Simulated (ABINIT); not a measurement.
# SrO (Fm-3m) in ABINIT: notebook

The runs below take SrO through equation of state, band structure, with PBE+D3(BJ), LDA, SOGGA.

Everything below comes from runs of ABINIT 10.8.3 (patched build). Logs are shortened: lines on timing, memory, paths and dates and some standing lists are left out, and cuts for length are marked. The log counts tension as positive stress, the text compression.

### Step 1. The structure

The structure is cubic, space group Fm-3m (No. 225). The conventional cell has a = 5.133 Å, b = 5.133 Å, c = 5.133 Å, α = 90.00°, β = 90.00°, γ = 90.00°. Sr (site symmetry m-3m) has 6 O at 2.57 Å as nearest neighbours. O (site symmetry m-3m) has 6 Sr at 2.57 Å as nearest neighbours.

### Step 2. Equation of state, PBE+D3(BJ)

The input, run.abi:

```
# Datasets: one volume each
ndtset 7
getwfk -1
scalecart1 3*0.9795861087
scalecart2 3*0.9864848297
scalecart3 3*0.9932883884
scalecart4 3*1.0000000000
scalecart5 3*1.0066227096
scalecart6 3*1.0131594038
scalecart7 3*1.0196128224

# Pseudopotentials
pp_dirpath "./"
pseudos "Sr.GGA_PBE-JTH.xml, O.GGA_PBE-JTH.xml"

# Structure
acell 3*1.0
rprim
     0.0000000000     4.8496041536     4.8496041536
     4.8496041536     0.0000000000     4.8496041536
     4.8496041536     4.8496041536     0.0000000000
ntypat 2
znucl 38 8
natom 2
typat 1 2
xred
     0.5000000000     0.5000000000     0.5000000000
     0.0000000000     0.0000000000     0.0000000000

# Plane-wave basis
ecut 23.0
pawecutdg 45.0

# k points
kptopt 1
ngkpt 9 9 9
nshiftk 1
shiftk 0.0 0.0 0.0

# Exchange and correlation
ixc 11
vdw_xc 7

# Bands and occupations
nband 12
occopt 3
tsmear 0.00183747

# SCF cycle
nstep 100
tolvrs 1.0e-9

# Output
iomode 3
prtwf 1
prtden 0
prteig 0
prtebands 0
enunit 1
```

Potentials or basis: JTH PAW PBE v2.0.

Started as:

```
$ abinit run.abi > log 2>&1
```

run.abo:

```text
.Version 10.8.3 of ABINIT
 DATASET    1 : space group Fm -3 m (#225); Bravais cF (face-center cubic)
================================================================================
 Values of the parameters that define the memory need for DATASET  1.
     intxc =       0    ionmov =       0      iscf =      17    lmnmax =      18
     lnmax =       6     mgfft =      30  mpssoang =       3    mqgrid =    3001
     natom =       2  nloc_mem =       2    nspden =       1   nspinor =       1
    nsppol =       1      nsym =      48    n1xccc =       1    ntypat =       2
    occopt =       3   xclevel =       2
       mpw =        1147          nfft =       27000          nkpt =          35
 PAW method is used; the additional fine FFT grid is defined by:
   mgfftf=        45    nfftf =     91125
================================================================================
================================================================================
[... 71 lines left out ...]
 DATASET    7 : space group Fm -3 m (#225); Bravais cF (face-center cubic)
================================================================================
 Values of the parameters that define the memory need for DATASET  7.
     intxc =       0    ionmov =       0      iscf =      17    lmnmax =      18
     lnmax =       6     mgfft =      32  mpssoang =       3    mqgrid =    3001
     natom =       2  nloc_mem =       2    nspden =       1   nspinor =       1
    nsppol =       1      nsym =      48    n1xccc =       1    ntypat =       2
    occopt =       3   xclevel =       2
       mpw =        1299          nfft =       32768          nkpt =          35
 PAW method is used; the additional fine FFT grid is defined by:
   mgfftf=        45    nfftf =     91125
================================================================================
================================================================================

--------------------------------------------------------------------------------
------------- Echo of variables that govern the present computation ------------
--------------------------------------------------------------------------------
 -outvars: echo values of preprocessed input variables --------
            acell      1.0000000000E+00  1.0000000000E+00  1.0000000000E+00 Bohr
              amu      8.76200000E+01  1.59994000E+01
             ecut      2.30000000E+01 Hartree
           enunit           1
           getwfk          -1
              ixc          11
           jdtset        1    2    3    4    5    6    7
         kptrlatt        9    0    0      0    9    0      0    0    9
          kptrlen1     6.04653284E+01
          kptrlen2     6.08911546E+01
          kptrlen3     6.13111069E+01
          kptrlen4     6.17253837E+01
          kptrlen5     6.21341730E+01
          kptrlen6     6.25376529E+01
          kptrlen7     6.29359927E+01
            natom           2
            nband          12
           ndtset           7
            ngfft1         30      30      30
            ngfft2         30      30      30
            ngfft3         30      30      30
            ngfft4         30      30      30
            ngfft5         30      30      30
            ngfft6         30      30      30
            ngfft7         32      32      32
          ngfftdg          45      45      45
             nkpt          35
            nstep         100
             nsym          48
           ntypat           2
           occopt           3
        pawecutdg      4.50000000E+01 Hartree
         pawxcdev           0
           prtden           0
        prtebands           0
           prteig           0
            rprim1     0.0000000000E+00  4.7506048616E+00  4.7506048616E+00
                       4.7506048616E+00  0.0000000000E+00  4.7506048616E+00
                       4.7506048616E+00  4.7506048616E+00  0.0000000000E+00
            rprim2     0.0000000000E+00  4.7840609276E+00  4.7840609276E+00
                       4.7840609276E+00  0.0000000000E+00  4.7840609276E+00
                       4.7840609276E+00  4.7840609276E+00  0.0000000000E+00
            rprim3     0.0000000000E+00  4.8170554941E+00  4.8170554941E+00
                       4.8170554941E+00  0.0000000000E+00  4.8170554941E+00
                       4.8170554941E+00  4.8170554941E+00  0.0000000000E+00
            rprim4     0.0000000000E+00  4.8496041536E+00  4.8496041536E+00
                       4.8496041536E+00  0.0000000000E+00  4.8496041536E+00
                       4.8496041536E+00  4.8496041536E+00  0.0000000000E+00
            rprim5     0.0000000000E+00  4.8817216736E+00  4.8817216736E+00
                       4.8817216736E+00  0.0000000000E+00  4.8817216736E+00
                       4.8817216736E+00  4.8817216736E+00  0.0000000000E+00
            rprim6     0.0000000000E+00  4.9134220529E+00  4.9134220529E+00
[... 50 lines left out ...]

 chkinp: Checking input parameters for consistency, jdtset=   4.
[... 31 lines left out ...]
 getcut: wavevector=  0.0000  0.0000  0.0000  ngfft=  30  30  30
         ecut(hartree)=     23.000   => boxcut(ratio)=   2.07067

 Fine grid specifications (used for densities):

 getcut: wavevector=  0.0000  0.0000  0.0000  ngfft=  45  45  45
         ecut(hartree)=     45.000   => boxcut(ratio)=   2.16879

--- Pseudopotential description ------------------------------------------------
- pspini: atom type   1  psp file is ./Sr.GGA_PBE-JTH.xml
 Pseudopotential format is: paw10
 basis_size (lnmax)=  6 (lmn_size= 18), orbitals=   0   0   1   1   2   2
 Spheres core radius: rc_sph= 2.20669967
 Shapefunction is SIN type: shapef(r)=[sin(pi*r/rshp)/(pi*r/rshp)]**2
 Radius for shape functions =  1.70850426
 Compensation charge density is not taken into account in XC energy/potential

- pspini: atom type   2  psp file is ./O.GGA_PBE-JTH.xml
 Pseudopotential format is: paw10
 basis_size (lnmax)=  4 (lmn_size=  8), orbitals=   0   0   1   1
 Spheres core radius: rc_sph= 1.41465230
 Shapefunction is SIN type: shapef(r)=[sin(pi*r/rshp)/(pi*r/rshp)]**2
 Radius for shape functions =  1.20231231
 Compensation charge density is not taken into account in XC energy/potential

   4.46581426E+02                                ecore*ucvol(ha*bohr**3)
--------------------------------------------------------------------------------

[... 7 lines left out ...]

     iter   Etot(hartree)      deltaE(h)  residm     nres2
 ETOT  1  -47.389919350199    -4.739E+01 1.608E-01 4.893E+01
 ETOT  2  -47.368446561780     2.147E-02 1.014E-02 4.829E+01
 ETOT  3  -47.330664623566     3.778E-02 4.929E-03 2.926E+00
 ETOT  4  -47.331309489623    -6.449E-04 1.198E-03 3.731E-01
 ETOT  5  -47.330562591340     7.469E-04 7.917E-04 9.342E-03
 ETOT  6  -47.330613248208    -5.066E-05 2.854E-04 4.625E-03
 ETOT  7  -47.330606930239     6.318E-06 1.355E-04 2.972E-04
 ETOT  8  -47.330607032749    -1.025E-07 7.661E-05 5.625E-06
 ETOT  9  -47.330607040433    -7.684E-09 2.723E-05 8.435E-07
 ETOT 10  -47.330607039043     1.390E-09 1.884E-05 1.537E-07
 ETOT 11  -47.330607039099    -5.611E-11 1.150E-05 3.487E-08
[... 1225 lines left out ...]
 Cartesian components of stress tensor (hartree/bohr^3)
  sigma(1 1)=  1.40745985E-04  sigma(3 2)=  0.00000000E+00
  sigma(2 2)=  1.40745985E-04  sigma(3 1)=  0.00000000E+00
  sigma(3 3)=  1.40745985E-04  sigma(2 1)=  0.00000000E+00

-Cartesian components of stress tensor (GPa)         [Pressure= -4.1409E+00 GPa]
- sigma(1 1)=  4.14088983E+00  sigma(3 2)=  0.00000000E+00
- sigma(2 2)=  4.14088983E+00  sigma(3 1)=  0.00000000E+00
- sigma(3 3)=  4.14088983E+00  sigma(2 1)=  0.00000000E+00

== END DATASET(S) ==============================================================
================================================================================

 -outvars: echo values of variables after computation  --------
            acell      1.0000000000E+00  1.0000000000E+00  1.0000000000E+00 Bohr
           etotal1    -4.7330607039E+01
           etotal2    -4.7331556616E+01
           etotal3    -4.7332148928E+01
           etotal4    -4.7332416695E+01
           etotal5    -4.7332393662E+01
           etotal6    -4.7332113218E+01
           etotal7    -4.7331599161E+01
            fcart1    -0.0000000000E+00 -0.0000000000E+00 -0.0000000000E+00
                      -0.0000000000E+00 -0.0000000000E+00 -0.0000000000E+00
            fcart2    -0.0000000000E+00 -0.0000000000E+00 -0.0000000000E+00
                      -0.0000000000E+00 -0.0000000000E+00 -0.0000000000E+00
            fcart3    -0.0000000000E+00 -0.0000000000E+00 -0.0000000000E+00
                      -0.0000000000E+00 -0.0000000000E+00 -0.0000000000E+00
            fcart4    -0.0000000000E+00 -0.0000000000E+00 -0.0000000000E+00
                      -0.0000000000E+00 -0.0000000000E+00 -0.0000000000E+00
            fcart5    -0.0000000000E+00 -0.0000000000E+00 -0.0000000000E+00
                      -0.0000000000E+00 -0.0000000000E+00 -0.0000000000E+00
            fcart6    -0.0000000000E+00 -0.0000000000E+00 -0.0000000000E+00
                      -0.0000000000E+00 -0.0000000000E+00 -0.0000000000E+00
            fcart7    -0.0000000000E+00 -0.0000000000E+00 -0.0000000000E+00
                      -0.0000000000E+00 -0.0000000000E+00 -0.0000000000E+00
            rprim1     0.0000000000E+00  4.7506048616E+00  4.7506048616E+00
[... 30 lines left out ...]
           strten6     9.2741028735E-05  9.2741028735E-05  9.2741028735E-05
                       0.0000000000E+00  0.0000000000E+00  0.0000000000E+00
           strten7     1.4074598460E-04  1.4074598460E-04  1.4074598460E-04
                       0.0000000000E+00  0.0000000000E+00  0.0000000000E+00
           xangst1     2.5139118290E+00  2.5139118290E+00  2.5139118290E+00
                       0.0000000000E+00  0.0000000000E+00  0.0000000000E+00
           xangst2     2.5316160167E+00  2.5316160167E+00  2.5316160167E+00
                       0.0000000000E+00  0.0000000000E+00  0.0000000000E+00
           xangst3     2.5490759894E+00  2.5490759894E+00  2.5490759894E+00
                       0.0000000000E+00  0.0000000000E+00  0.0000000000E+00
           xangst4     2.5662999982E+00  2.5662999982E+00  2.5662999982E+00
                       0.0000000000E+00  0.0000000000E+00  0.0000000000E+00
           xangst5     2.5832958579E+00  2.5832958579E+00  2.5832958579E+00
                       0.0000000000E+00  0.0000000000E+00  0.0000000000E+00
           xangst6     2.6000709762E+00  2.6000709762E+00  2.6000709762E+00
                       0.0000000000E+00  0.0000000000E+00  0.0000000000E+00
           xangst7     2.6166323843E+00  2.6166323843E+00  2.6166323843E+00
                       0.0000000000E+00  0.0000000000E+00  0.0000000000E+00
             xred      5.0000000000E-01  5.0000000000E-01  5.0000000000E-01
                       0.0000000000E+00  0.0000000000E+00  0.0000000000E+00
 Calculation completed.
```

It took 2.8 min on 1 thread of Intel Xeon Platinum 8259CL at 2.50GHz (Skylake/Cascade Lake), shared host; peak memory 0.15 GiB.

What came out:

* Equilibrium volume: 17.04 Å³/atom
* Bulk modulus: 90 GPa
* Pressure derivative of the bulk modulus: 4.5

Energy against volume, from the lowest point:
```tsv
volume (Å³/atom)	energy (meV/atom)
15.887	24.62
16.225	11.70
16.563	3.64
16.901	0.00
17.239	0.31
17.577	4.13
17.915	11.12
```

Caveat: pressures at fixed basis lie under the slope of the energies. Zero-point motion and thermal expansion aren't in these numbers.

### Step 3. Equation of state, LDA

run.abi: that of step 2 with these lines changed.

```diff
@@ -13,3 +13,3 @@
 pp_dirpath "./"
-pseudos "Sr.GGA_PBE-JTH.xml, O.GGA_PBE-JTH.xml"
+pseudos "Sr.LDA_PW-JTH.xml, O.LDA_PW-JTH.xml"
 
@@ -30,4 +30,4 @@
 # Plane-wave basis
-ecut 23.0
-pawecutdg 45.0
+ecut 29.0
+pawecutdg 51.0
 
@@ -40,4 +40,3 @@
 # Exchange and correlation
-ixc 11
-vdw_xc 7
+ixc 7
```

Potentials or basis: JTH PAW LDA v2.0.

Started as:

```
$ abinit run.abi > log 2>&1
```

Wall time 3.8 min (1 thread of Intel Xeon Platinum 8259CL at 2.50GHz (Skylake/Cascade Lake), shared host); peak memory 0.15 GiB.

Results (log left out):

```yaml
Equilibrium_volume: 16.21 Å³/atom
Bulk_modulus: 103 GPa
Pressure_derivative_of_the_bulk_modulus: 4.2
```

Energy against volume, from the lowest point:
```csv
volume (Å³/atom),energy (meV/atom)
15.887,2.16
16.225,0.00
16.563,2.39
16.901,8.78
17.239,18.85
17.577,32.18
17.915,48.42
```

Caveat: pressures at fixed basis lie under the slope of the energies. Zero-point motion and thermal expansion aren't in these numbers.

### Step 4. Band structure, SOGGA, spin-orbit coupling, no magnetisation

The input, run.abi:

```
# Datasets: ground state, then fixed potential
ndtset 2

# Pseudopotentials
pp_dirpath "./"
pseudos "Sr.GGA_PBE-JTH.xml, O.GGA_PBE-JTH.xml"

# Structure
acell 6.8583759662 6.8583759662 6.8583759662
rprim
     0.0000000000     0.7071067812     0.7071067812
     0.7071067812     0.0000000000     0.7071067812
     0.7071067812     0.7071067812     0.0000000000
ntypat 2
znucl 38 8
natom 2
typat 1 2
xred
     0.5000000000     0.5000000000     0.5000000000
     0.0000000000     0.0000000000     0.0000000000

# Plane-wave basis
ecut 23.0
pawecutdg 45.0

# Exchange and correlation
ixc -150130

# Bands and occupations
occopt 3
tsmear 0.00183747

# Spin
nspinor 2
nspden 1
pawspnorb 1

# SCF cycle
nstep 100

# Output
iomode 3
prtwf 0
prteig 0
prtebands 0
prtden1 1

# Dataset 1
kptopt1 4
ngkpt1 9 9 9
nshiftk1 1
shiftk1 0.0 0.0 0.0
nband1 24
tolvrs1 1.0e-9

# Dataset 2: bands along G-X-W-K-G-L-U-W-L-K
iscf2 -2
getden2 1
nband2 32
nbdbuf2 2
tolwfr2 1.0e-12
kptopt2 -9
ndivsm2 5
prteig2 1
kptbounds2
     0.0000000000     0.0000000000     0.0000000000
     0.5000000000     0.0000000000     0.5000000000
     0.5000000000     0.2500000000     0.7500000000
     0.3750000000     0.3750000000     0.7500000000
     0.0000000000     0.0000000000     0.0000000000
     0.5000000000     0.5000000000     0.5000000000
     0.6250000000     0.2500000000     0.6250000000
     0.5000000000     0.2500000000     0.7500000000
     0.5000000000     0.5000000000     0.5000000000
     0.3750000000     0.3750000000     0.7500000000
```

Potentials or basis: JTH PAW PBE v2.0.

Started as:

```
$ abinit run.abi > log 2>&1
```

It took 5.7 min on 1 thread of Intel Xeon Platinum 8259CL at 2.50GHz (Skylake/Cascade Lake), shared host; peak memory 0.2 GiB.

Results (log left out):

| Quantity | Value |
| --- | --- |
| Free energy | -1283.8669 eV |
| Pressure | -1.2 GPa |
| Band gap on the k mesh | 3.19 eV, indirect (least direct gap 3.25 eV) |
| Band gap along the path | 3.13 eV, indirect (least direct gap 3.18 eV) |
| Valence electrons inside the program's atomic spheres | Sr 7.35; O 4.49 |

Levels at the corners of the path, in eV from the valence-band top:
| point | band 13 | band 14 | band 15 | band 16 | band 17 | band 18 | band 19 | band 20 |
| --- | --- | --- | --- | --- | --- | --- | --- | --- |
| Γ | 0.00 | 0.00 | 0.00 | 0.00 | 3.80 | 3.80 | 6.18 | 6.18 |
| X | -0.13 | -0.13 | -0.05 | -0.05 | 3.13 | 3.13 | 7.82 | 7.82 |
| W | -0.49 | -0.49 | -0.40 | -0.40 | 5.92 | 5.92 | 5.92 | 5.92 |
| K | -0.59 | -0.59 | -0.47 | -0.47 | 4.67 | 4.67 | 7.81 | 7.81 |
| Γ | 0.00 | 0.00 | 0.00 | 0.00 | 3.80 | 3.80 | 6.18 | 6.18 |
| L | -1.16 | -1.16 | -1.15 | -1.15 | 6.50 | 6.50 | 8.17 | 8.17 |
| U | -0.59 | -0.59 | -0.47 | -0.47 | 4.67 | 4.67 | 7.81 | 7.81 |
| W | -0.49 | -0.49 | -0.40 | -0.40 | 5.92 | 5.92 | 5.92 | 5.92 |
| L | -1.16 | -1.16 | -1.15 | -1.15 | 6.50 | 6.50 | 8.17 | 8.17 |
| K | -0.59 | -0.59 | -0.47 | -0.47 | 4.67 | 4.67 | 7.81 | 7.81 |

Caveat: the PAW data sets were made with another functional, which shifts forces and pressure a little.

### Step 5. Band structure, LDA

run.abi: that of step 4 with these lines changed.

```diff
@@ -5,6 +5,6 @@
 pp_dirpath "./"
-pseudos "Sr.GGA_PBE-JTH.xml, O.GGA_PBE-JTH.xml"
+pseudos "Sr.hgh, O.hgh"
 
 # Structure
-acell 6.8583759662 6.8583759662 6.8583759662
+acell 3.6292962651 3.6292962651 3.6292962651 Angstrom
 rprim
@@ -17,4 +17,4 @@
 typat 1 2
-xred
-     0.5000000000     0.5000000000     0.5000000000
+xcart
+     4.8496041536     4.8496041536     4.8496041536
      0.0000000000     0.0000000000     0.0000000000
@@ -22,7 +22,6 @@
 # Plane-wave basis
-ecut 23.0
-pawecutdg 45.0
+ecut 75.0
 
 # Exchange and correlation
-ixc -150130
+ixc 7
 
@@ -31,7 +30,2 @@
 tsmear 0.00183747
-
-# Spin
-nspinor 2
-nspden 1
-pawspnorb 1
 
@@ -46,5 +40,9 @@
 prtden1 1
+prtvha1 1
+prtvclmb1 1
+prtpot1 1
+prtelf1 1
 
 # Dataset 1
-kptopt1 4
+kptopt1 1
 ngkpt1 9 9 9
@@ -52,4 +50,4 @@
 shiftk1 0.0 0.0 0.0
-nband1 24
-tolvrs1 1.0e-9
+nband1 8
+tolvrs1 1.0e-10
 
@@ -58,3 +56,3 @@
 getden2 1
-nband2 32
+nband2 12
 nbdbuf2 2
```

Potentials or basis: HGH LDA.

Started as:

```
$ abinit run.abi > log 2>&1
```

Wall time 5.3 min (1 thread of Intel Xeon Platinum 8259CL at 2.50GHz (Skylake/Cascade Lake), shared host); peak memory 0.19 GiB.

The run converged. Its results:

```
Free energy                                           : -458.4022 eV
Band gap on the k mesh                                : 2.96 eV, indirect (least direct gap 3.23 eV)
Valence electrons inside the program's atomic spheres : Sr 0.18; O 6.02
```

Levels at the corners of the path, in eV from the valence-band top:
```csv
point,band 2,band 3,band 4,band 5,band 6,band 7
Γ,0.00,0.00,0.00,3.72,5.70,5.70
X,-0.94,-0.27,-0.27,2.90,7.10,9.17
W,-1.30,-0.84,-0.84,5.76,5.76,7.80
K,-1.22,-0.93,-0.79,4.48,7.70,7.97
Γ,0.00,0.00,0.00,3.72,5.70,5.70
L,-2.43,-1.35,-1.35,6.28,8.31,8.37
U,-1.22,-0.93,-0.79,4.48,7.70,7.97
W,-1.30,-0.84,-0.84,5.76,5.76,7.80
L,-2.43,-1.35,-1.35,6.28,8.31,8.37
K,-1.22,-0.93,-0.79,4.48,7.70,7.97
```

Caveat: the cutoff is too short for stress, so the log's stress isn't used; an odd mesh through Γ misses points on the zone boundary, where band edges often lie; HGH potentials are hard and often keep d shells in the core, so these values are rough.

### Step 6. Summary

```tsv
task	level	potentials or basis	spin	cutoff (eV)	fine-grid cutoff	V0 of scaled cells (Å³/atom)	B0 (GPa)
equation of state	PBE+D3(BJ)	JTH PAW PBE v2.0	off	626	1224.51 eV	17.04	90
equation of state	LDA	JTH PAW LDA v2.0	off	789	1387.78 eV	16.21	103
band structure	SOGGA	JTH PAW PBE v2.0	SOC, no magnetisation	626	1224.51 eV	-	-
```

Alike in all rows: cell as given; k mesh 9 × 9 × 9; smearing fermi-dirac 0.05 eV.

Caveats: pressures at fixed basis lie under the slope of the energies (some runs); the PAW data sets were made with another functional, which shifts forces and pressure a little (some runs).

Total energies depend on the potentials used, so only differences within one code and one set of settings carry meaning.
